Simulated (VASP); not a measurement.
# PbSe (Clausthalite) (Fm-3m) in VASP: notebook

One crystal, PbSe (Clausthalite), is run at these levels: PBE, PBEsol, HSE06; tasks: relaxation of cell and atoms.

Everything below comes from runs of VASP 6.6.1. Logs are shortened: lines on timing, memory, paths and dates and some standing lists are left out, and cuts for length are marked.

## Step 1: The crystal as given

It takes space group Fm-3m (No. 225, cubic). The conventional cell has a = 6.218 Å, b = 6.218 Å, c = 6.218 Å, α = 90.00°, β = 90.00°, γ = 90.00°. Pb (site symmetry m-3m) has 6 Se at 3.11 Å as nearest neighbours. Se (site symmetry m-3m) is surrounded by 6 Pb at 3.11 Å.

## Step 2: Relaxation of cell and atoms, PBE

INCAR

```
SYSTEM = PbSe
ALGO = Normal
EDIFF = 1E-7
EDIFFG = -0.005
ENCUT = 600
GGA = PE
IBRION = 2
ISIF = 3
ISMEAR = 0
LASPH = .True.
LCHARG = .False.
LREAL = .False.
LWAVE = .False.
NELM = 80
NSW = 90
PREC = Accurate
SIGMA = 0.03
```

KPOINTS

```
k-points
0
Gamma
  8 8 8
  0 0 0
```

POSCAR

```
PbSe                                    
1.0
   -0.0000000000      3.1088316880      3.1088316880
    3.1088316880      0.0000000000      3.1088316880
    3.1088316880      3.1088316880      0.0000000000
  Pb              Se            
     1     1
Direct
     0.0000000000000000    0.0000000000000000    0.0000000000000000
     0.5000000000000000    0.5000000000000000    0.5000000000000000
```

Potentials or basis: VASP PAW PBE potentials, release 64 (Pb_d, Se).

Run with:

```bash
$ cat potpaw_PBE.64/Pb_d/POTCAR potpaw_PBE.64/Se/POTCAR > POTCAR
$ mpirun -np 1 vasp_std > vasp.out
```

OUTCAR:

```text
SYSTEM = PbSe
   EDIFF = 1E-7
   EDIFFG = -0.005
   ENCUT = 600
   GGA = PE
   IBRION = 2
   ISIF = 3
   ISMEAR = 0
   LASPH = .True.
   LREAL = .False.
   NELM = 80
   NSW = 90
   PREC = Accurate

 ion  position               nearest neighbor table
   1  0.000  0.000  0.000-   2 3.11   2 3.11   2 3.11   2 3.11   2 3.11   2 3.11
   2  0.500  0.500  0.500-   1 3.11   1 3.11   1 3.11   1 3.11   1 3.11   1 3.11

  LATTYP: Found a face centered cubic cell.
 ALAT       =     6.2176633760

  Lattice vectors:

 A1 = (   0.0000000000,   3.1088316880,   3.1088316880)
 A2 = (   3.1088316880,   0.0000000000,   3.1088316880)
 A3 = (   3.1088316880,   3.1088316880,   0.0000000000)

Analysis of symmetry for initial positions (statically):
=====================================================================
 Subroutine PRICEL returns:
 Original cell was already a primitive cell.

 Routine SETGRP: Setting up the symmetry group for a
 face centered cubic supercell.

 Subroutine GETGRP returns: Found 48 space group operations
 (whereof 48 operations were pure point group operations)
 out of a pool of 48 trial point group operations.

The static configuration has the point symmetry O_h .

Analysis of symmetry for dynamics (positions and initial velocities):
=====================================================================
 Subroutine PRICEL returns:
 Original cell was already a primitive cell.

 Routine SETGRP: Setting up the symmetry group for a
 face centered cubic supercell.

 Subroutine GETGRP returns: Found 48 space group operations
 (whereof 48 operations were pure point group operations)
 out of a pool of 48 trial point group operations.

The dynamic configuration has the point symmetry O_h .

 Subroutine INISYM returns: Found 48 space group operations
 (whereof 48 operations are pure point group operations),
 and found     1 'primitive' translations

----------------------------------------------------------------------------------------

                                     Primitive cell

  volume of cell :      60.0927

  direct lattice vectors                    reciprocal lattice vectors
     0.000000000  3.108831688  3.108831688    -0.160832123  0.160832123  0.160832123
     3.108831688  0.000000000  3.108831688     0.160832123 -0.160832123  0.160832123
     3.108831688  3.108831688  0.000000000     0.160832123  0.160832123 -0.160832123

  length of vectors
     4.396551936  4.396551936  4.396551936     0.278569408  0.278569408  0.278569408

  position of ions in fractional coordinates (direct lattice)
     0.000000000  0.000000000  0.000000000
     0.500000000  0.500000000  0.500000000

  ion indices of the primitive-cell ions
   primitive index   ion index
                 1           1
                 2           2

----------------------------------------------------------------------------------------

 KPOINTS: k-points

Automatic generation of k-mesh.
 Grid dimensions read from file:
 generate k-points for:    8    8    8

 Generating k-lattice:

  Cartesian coordinates                     Fractional coordinates (reciprocal lattice)
    -0.020104015  0.020104015  0.020104015     0.125000000  0.000000000  0.000000000
     0.020104015 -0.020104015  0.020104015     0.000000000  0.125000000  0.000000000
     0.020104015  0.020104015 -0.020104015     0.000000000  0.000000000  0.125000000

  Length of vectors
     0.034821176  0.034821176  0.034821176

  Shift w.r.t. Gamma in fractional coordinates (k-lattice)
     0.000000000  0.000000000  0.000000000

 Subroutine IBZKPT returns following result:
 ===========================================

 Found     29 irreducible k-points:

 Following reciprocal coordinates:
            Coordinates               Weight
  0.000000  0.000000  0.000000      1.000000
  0.125000  0.000000  0.000000      8.000000
  0.250000  0.000000  0.000000      8.000000
  0.375000  0.000000  0.000000      8.000000
  0.500000  0.000000  0.000000      4.000000
  0.125000  0.125000  0.000000      6.000000
[... 16 lines left out ...]
  0.500000  0.250000  0.125000     48.000000
 -0.375000  0.250000  0.125000     24.000000
 [... further k-points ...]
   k-points           NKPTS =     29   k-points in BZ     NKDIM =     29   number of bands    NBANDS=     14
   number of dos      NEDOS =    301   number of ions     NIONS =      2
   total plane-waves  NPLWV =  46656
   dimension x,y,z NGX =    36 NGY =   36 NGZ =   36
   dimension x,y,z NGXF=    72 NGYF=   72 NGZF=   72
   ions per type =               1   1
   NGX,Y,Z   is equivalent  to a cutoff of  13.61, 13.61, 13.61 a.u.
   NGXF,Y,Z  is equivalent  to a cutoff of  27.23, 27.23, 27.23 a.u.
 SYSTEM =  PbSe
   PREC   = accura    normal or accurate (medium, high low for compatibility)
   ISTART =      0    job   : 0-new  1-cont  2-samecut
   ICHARG =      2    charge: 1-file 2-atom 10-const
   ISPIN  =      1    spin polarized calculation?
   LNONCOLLINEAR =      F non collinear calculations
   LSORBIT =      F    spin-orbit coupling
   LASPH  =      T    aspherical Exc in radial PAW
   ENCUT  =  600.0 eV  44.10 Ry    6.64 a.u.   8.78  8.78  8.78*2*pi/ulx,y,z
   NELM   =     80;   NELMIN=  2; NELMDL= -5     # of ELM steps
   EDIFF  = 0.1E-06   stopping-criterion for ELM
   LREAL  =      F    real-space projection
   EDIFFG = -.5E-02   stopping-criterion for IOM
   NSW    =     90    number of steps for IOM
   IBRION =      2    ionic relax: 0-MD 1-quasi-New 2-CG
   NFREE  =      1    steps in history (QN), initial steepest desc. (CG)
   ISIF   =      3    stress and relaxation
   ISYM   =      2    0-nonsym 1-usesym 2-fastsym
   POTIM  = 0.5000    time-step for ionic-motion
   TEBEG  =    0.0;   TEEND  =   0.0 temperature during run
   PSTRESS=    0.0 pullay stress
   NELECT =      20.0000    total number of electrons
   NUPDOWN=      -1.0000    fix difference up-down
   EMIN   =  10.00;   EMAX   =-10.00  energy-range for DOS
   EFERMI =   0.00;   METHOD = LEGACY
   ISMEAR =     0;   SIGMA  =   0.03  broadening in eV -4-tet -1-fermi 0-gaus
   EFERMI_NEDOS =   21; number of points for ismear=-14 and -15
   IALGO  =     38    algorithm
   IMIX   =      4    mixing-type and parameters
     AMIX     =   0.40;   BMIX     =  1.00
     AMIX_MAG =   1.60;   BMIX_MAG =  1.00
  volume/ion in A,a.u.               =      30.05       202.76
  Fermi-wavevector in a.u.,A,eV,Ry     =   1.134517  2.143926 17.512446  1.287129
  Thomas-Fermi vector in A             =   2.271221
   LORBIT       =      0    0 simple, 1 ext, 2 COOP (PROOUT), +10 PAW based schemes
   GGA     = PE    functional components
   LHFCALC =     F    Hartree Fock is set to
   AEXX    =    0.0000 exact exchange contribution
   IVDW    =     0    specifies the selected vdW correction
   LEPSILON=     F    determine dielectric tensor
   LRPA    =     F    only Hartree local field effects (RPA)
 conjugate gradient relaxation of ions
 non-spin polarized calculation
 Gauss-broadening in eV      SIGMA  =   0.03
  energy-cutoff  :      600.00
  volume of cell :       60.09
 maximum number of plane-waves:      2044
   NGX = 17   NGY = 17   NGZ = 17

 number of electron      20.0000002 magnetization

 Free energy of the ion-electron system (eV)
  ---------------------------------------------------
  ext. energy  EPLUGINS =         0.00000000
  ---------------------------------------------------
  free energy    TOTEN  =        -8.19878699 eV

  energy without entropy =       -8.19878699  energy(sigma->0) =       -8.19878699

 E-fermi :   4.6063     XC(G=0):  -9.3154

 val. band max:        4.4678857167   @ k =   0.5000   0.0000   0.0000
 cond. band min:       4.9057641098   @ k =   0.5000   0.0000   0.0000
 fundamental gap:      0.4378783931
 Fermi energy:         4.6062634805

 k-point     1 :       0.0000    0.0000    0.0000
  band No.  band energies     occupation
      1     -12.2656      2.00000
      2     -12.2656      2.00000
      3     -12.2656      2.00000
      4     -12.2594      2.00000
      5     -12.2594      2.00000
      6      -8.7065      2.00000
      7      -1.8751      2.00000
      8       2.8323      2.00000
      9       2.8323      2.00000
     10       2.8323      2.00000
     11       9.1078      0.00000
     12       9.1078      0.00000
     13       9.1078      0.00000
     14      11.1175      0.00000

 k-point     2 :       0.1250    0.0000    0.0000
  band No.  band energies     occupation
      1     -12.2650      2.00000
      2     -12.2647      2.00000
      3     -12.2647      2.00000
      4     -12.2592      2.00000
      5     -12.2592      2.00000
      6      -8.5980      2.00000
      7      -2.2075      2.00000
      8       2.8701      2.00000
      9       2.8701      2.00000
     10       3.0582      2.00000
     11       8.1085      0.00000
     12       8.4917      0.00000
     13       8.4917      0.00000
     14      10.9310      0.00000

 k-point     3 :       0.2500    0.0000    0.0000
  band No.  band energies     occupation
      1     -12.2705      2.00000
      2     -12.2705      2.00000
      3     -12.2638      2.00000
      4     -12.2506      2.00000
      5     -12.2506      2.00000
      6      -8.3022      2.00000
      7      -2.9628      2.00000
      8       2.9808      2.00000
      9       2.9808      2.00000
     10       3.5361      2.00000
     11       6.6766      0.00000
     12       7.4411      0.00000
     13       7.4411      0.00000
     14      11.1026      0.00000
[... 324 lines left out ...]
 k-point    23 :       0.5000    0.2500    0.1250
  band No.  band energies     occupation
      1     -12.2998      2.00000
      2     -12.2671      2.00000
      3     -12.2615      2.00000
      4     -12.2450      2.00000
      5     -12.2387      2.00000
      6      -7.7388      2.00000
      7      -3.5522      2.00000
      8       1.5445      2.00000
      9       2.2408      2.00000
     10       3.5650      2.00000
     11       6.2726      0.00000
     12       7.5952      0.00000
     13       8.6862      0.00000
     14      11.1703      0.00000

 k-point    24 :      -0.3750    0.2500    0.1250
  band No.  band energies     occupation
      1     -12.3033      2.00000
      2     -12.2695      2.00000
      3     -12.2558      2.00000
      4     -12.2480      2.00000
      5     -12.2357      2.00000
      6      -7.5860      2.00000
      7      -3.7515      2.00000
      8       1.5344      2.00000
      9       1.8754      2.00000
     10       3.7629      2.00000
     11       5.9693      0.00000
     12       7.9077      0.00000
     13       8.5256      0.00000
     14      12.1379      0.00000

 [... further k-points ...]

------------------------ aborting loop because EDIFF is reached ----------------------------------------

  FORCE on cell =-STRESS in cart. coord.  units (eV):
  Direction    XX          YY          ZZ          XY          YZ          ZX
  --------------------------------------------------------------------------------------
  -------------------------------------------------------------------------------------
  Total        0.0021135      0.0021135      0.0021135      0.0000000     -0.0000000     -0.0000000
  in kB        0.0563505      0.0563505      0.0563505      0.0000000     -0.0000000     -0.0000000
  external PRESSURE =       0.0563505 kB  Pullay stress =       0.0000000 kB

 VOLUME and BASIS-vectors are now :
 -----------------------------------------------------------------------------
  energy-cutoff  :      600.00
  volume of cell :       60.09
      direct lattice vectors                 reciprocal lattice vectors
     0.000000000  3.108831688  3.108831688    -0.160832123  0.160832123  0.160832123
     3.108831688  0.000000000  3.108831688     0.160832123 -0.160832123  0.160832123
     3.108831688  3.108831688  0.000000000     0.160832123  0.160832123 -0.160832123

 POSITION                                       TOTAL-FORCE (eV/Angst)
 -----------------------------------------------------------------------------------
      0.00000      0.00000      0.00000        -0.000000     -0.000000     -0.000000
      3.10883      3.10883      3.10883         0.000000      0.000000      0.000000
 -----------------------------------------------------------------------------------
    total drift:                                0.000000      0.000000      0.000000

  FREE ENERGIE OF THE ION-ELECTRON SYSTEM (eV)
  ---------------------------------------------------
  free  energy   TOTEN  =        -8.1987869944 eV

  energy  without entropy=       -8.1987869944  energy(sigma->0) =       -8.19878699

 reached required accuracy - stopping structural energy minimisation
```

Wall time 12 s (1 thread of Intel Xeon 6975P-C (Granite Rapids), shared host); peak memory 0.22 GiB.

What came out:

* Free energy: -8.1988 eV
* Pressure after relaxing: 0.0 GPa
* Band gap on the k mesh: 0.44 eV, direct

Final structure:
```yaml
crystal:
  lattice:
    - [0.00000, 3.10883, 3.10883]
    - [3.10883, 0.00000, 3.10883]
    - [3.10883, 3.10883, 0.00000]
  atoms:
    - { symbol: Pb, position: [0.00000, 0.00000, 0.00000] }
    - { symbol: Se, position: [0.50000, 0.50000, 0.50000] }
```

Levels at points of the mesh, in eV from the valence-band top:
| k point | band 6 | band 7 | band 8 | band 9 | band 10 | band 11 | band 12 | band 13 | band 14 |
| --- | --- | --- | --- | --- | --- | --- | --- | --- | --- |
| (0.00, 0.00, 0.00) | -13.17 | -6.34 | -1.64 | -1.64 | -1.64 | 4.64 | 4.64 | 4.64 | 6.65 |
| (0.50, 0.00, 0.00) | -12.22 | -8.52 | -1.26 | -1.26 | 0.00 | 0.44 | 1.83 | 1.83 | 8.53 |
| (0.50, 0.50, 0.00) | -11.91 | -7.28 | -4.57 | -2.91 | -2.91 | 3.92 | 5.47 | 5.47 | 5.88 |

Caveat: the relaxation stopped at its first step, so nothing moved; spin-orbit coupling is left out, which as a rule narrows the gap of such compounds by several tenths of an eV.

## Step 3: Relaxation of cell and atoms, PBEsol

This run uses another cell than the first one, of 28.67 Å³/atom, 0.954 times its volume.

INCAR

```
  ALGO = Normal
  EDIFF = 1E-6
  EDIFFG = -0.01
  ENCUT = 600
  GGA = PS
  IBRION = 2
  ISIF = 3
  ISMEAR = 0
  KPAR = 4
  LASPH = T
  LCHARG = F
  LREAL = F
  LWAVE = F
  NELM = 80
  NSW = 90
  PREC = Accurate
  SIGMA = 0.03
```

KPOINTS

```
k-points
0
Gamma
  8 8 8
```

POSCAR

```
PbSe
1.0
    0.0000000000      3.0606500000      3.0606500000
    3.0606500000      0.0000000000      3.0606500000
    3.0606500000      3.0606500000      0.0000000000
Pb Se
1 1
Direct
    0.0000000000      0.0000000000      0.0000000000
    0.5000000000      0.5000000000      0.5000000000
```

Potentials or basis: VASP PAW PBE potentials, release 64 (Pb_d, Se).

Run with:

```bash
$ cat potpaw_PBE.64/Pb_d/POTCAR potpaw_PBE.64/Se/POTCAR > POTCAR
$ mpirun -np 4 vasp_std > vasp.out
```

OUTCAR:

```text
EDIFF = 1E-6
   EDIFFG = -0.01
   ENCUT = 600
   GGA = PS
   IBRION = 2
   ISIF = 3
   ISMEAR = 0
   LASPH = T
   LREAL = F
   NELM = 80
   NSW = 90
   PREC = Accurate

 ion  position               nearest neighbor table
   1  0.000  0.000  0.000-   2 3.06   2 3.06   2 3.06   2 3.06   2 3.06   2 3.06
   2  0.500  0.500  0.500-   1 3.06   1 3.06   1 3.06   1 3.06   1 3.06   1 3.06

  LATTYP: Found a face centered cubic cell.
 ALAT       =     6.1213000000

  Lattice vectors:

 A1 = (   0.0000000000,   3.0606500000,   3.0606500000)
 A2 = (   3.0606500000,   0.0000000000,   3.0606500000)
 A3 = (   3.0606500000,   3.0606500000,   0.0000000000)

Analysis of symmetry for initial positions (statically):
=====================================================================
 Subroutine PRICEL returns:
 Original cell was already a primitive cell.

 Routine SETGRP: Setting up the symmetry group for a
 face centered cubic supercell.

 Subroutine GETGRP returns: Found 48 space group operations
 (whereof 48 operations were pure point group operations)
 out of a pool of 48 trial point group operations.

The static configuration has the point symmetry O_h .

Analysis of symmetry for dynamics (positions and initial velocities):
=====================================================================
 Subroutine PRICEL returns:
 Original cell was already a primitive cell.

 Routine SETGRP: Setting up the symmetry group for a
 face centered cubic supercell.

[... 230 lines left out ...]
  ext. energy  EPLUGINS =         0.00000000
  ---------------------------------------------------
  free energy    TOTEN  =        -8.91780037 eV

  energy without entropy =       -8.91780031  energy(sigma->0) =       -8.91780034

 E-fermi :   5.1098     XC(G=0):  -9.7583

 val. band max:        5.0228850887   @ k =   0.5000   0.0000   0.0000
 cond. band min:       5.1967866337   @ k =   0.5000   0.0000   0.0000
 fundamental gap:      0.1739015450
 Fermi energy:         5.1098361108

 k-point     1 :       0.0000    0.0000    0.0000
  band No.  band energies     occupation
      1     -11.7440      2.00000
      2     -11.7440      2.00000
      3     -11.7440      2.00000
      4     -11.7428      2.00000
      5     -11.7428      2.00000
      6      -8.6632      2.00000
      7      -1.3020      2.00000
      8       3.1070      2.00000
      9       3.1070      2.00000
     10       3.1070      2.00000
     11       9.7118      0.00000
     12       9.7118      0.00000
     13       9.7118      0.00000
     14      11.4461      0.00000
[... 377 lines left out ...]
      1     -11.8042      2.00000
      2     -11.7556      2.00000
      3     -11.7329      2.00000
      4     -11.7222      2.00000
      5     -11.7062      2.00000
      6      -7.3629      2.00000
      7      -3.5316      2.00000
      8       1.6914      2.00000
      9       2.0801      2.00000
     10       4.1833      2.00000
     11       6.3315      0.00000
     12       8.4111      0.00000
     13       9.1059      0.00000
     14      12.5377      0.00000

 [... further k-points ...]

------------------------ aborting loop because EDIFF is reached ----------------------------------------

  FORCE on cell =-STRESS in cart. coord.  units (eV):
  Direction    XX          YY          ZZ          XY          YZ          ZX
  --------------------------------------------------------------------------------------
  -------------------------------------------------------------------------------------
  Total        0.0003177      0.0003177      0.0003177      0.0000000      0.0000000      0.0000000
  in kB        0.0089532      0.0089532      0.0089532      0.0000000      0.0000000      0.0000000
  external PRESSURE =       0.0089532 kB  Pullay stress =       0.0000000 kB
[... 17 lines left out ...]
  FREE ENERGIE OF THE ION-ELECTRON SYSTEM (eV)
  ---------------------------------------------------
  free  energy   TOTEN  =        -8.9178003722 eV

  energy  without entropy=       -8.9178003128  energy(sigma->0) =       -8.91780034

 reached required accuracy - stopping structural energy minimisation
```

Wall time 25 s (4 MPI ranks of AMD EPYC 7R13 (Zen 3), shared host); peak memory 0.2 GiB.

What came out:

```
Free energy                            : -8.9178 eV
Relaxed volume                         : 28.43 Å³/atom
Relaxed cell                           : a = 4.316 Å, b = 4.316 Å, c = 4.316 Å, α = 60.00°, β = 60.00°, γ = 60.00°
Space group after relaxing (to 0.05 Å) : Fm-3m (No. 225)
Energy gained by relaxing              : 0.3 meV/atom
Ionic steps                            : 3
Pressure after relaxing                : 0.0 GPa
Band gap on the k mesh                 : 0.17 eV, direct
```

The path:
```csv
step,energy change (eV),largest force (eV/Å),pressure (GPa),volume (Å³)
1,0.0000,0.0000,-0.46,57.34
2,-0.0006,0.0000,0.19,56.66
3,-0.0007,0.0000,0.00,56.86
```

Final structure:
```cif
data_structure
_symmetry_space_group_name_H-M 'P 1'
_symmetry_Int_Tables_number 1
_cell_length_a 4.3162
_cell_length_b 4.3162
_cell_length_c 4.3162
_cell_angle_alpha 60.000
_cell_angle_beta 60.000
_cell_angle_gamma 60.000
_cell_volume 56.86
loop_
_atom_site_label
_atom_site_type_symbol
_atom_site_fract_x
_atom_site_fract_y
_atom_site_fract_z
_atom_site_occupancy
Pb1 Pb 0.00000 0.00000 0.00000 1
Se1 Se 0.50000 0.50000 0.50000 1
```

Caveat: the PAW data sets were made with another functional, which shifts forces and pressure a little; spin-orbit coupling is left out, which as a rule narrows the gap of such compounds by several tenths of an eV.

(Continued in part 2 of 2.)
